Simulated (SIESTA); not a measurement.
Crystal: C.

```
C
1.0
     0.00000    1.78337    1.78337
     1.78337    0.00000    1.78337
     1.78337    1.78337    0.00000
C
2
Direct
  0.75000 0.75000 0.75000
  0.50000 0.50000 0.50000
```

This isn't the form of C at room conditions, which is graphite.

Base run:

| Quantity | Value |
| --- | --- |
| Program | SIESTA 5.4.2 |
| Functional | vdW-DF-cx |
| Potentials or basis | PseudoDojo 0.4 standard (PBE files) |
| Basis | DZP (energy shift 0.003 Ry) |
| Grid cutoff | 500 Ry |
| Energy shift | 0.003 Ry |
| k mesh | 13 × 13 × 13 |
| Occupations | fermi-dirac, width 0.05 eV |
| Spin | no spin polarisation |

Its results: band gap on the k mesh 4.23 eV, indirect (least direct gap 5.67 eV); pressure 8.4 GPa.

**Question.** The run is repeated on the same cell with these changes: functional from vdW-DF-cx to BLYP. What comes out?

**Answer.** Band gap on the k mesh 4.53 eV, indirect (least direct gap 5.80 eV); pressure 24.8 GPa.

Caveats: the potentials were made for another functional, which shifts forces and pressure; the basis of atomic orbitals isn't converged, which shifts pressures, moduli and gaps.
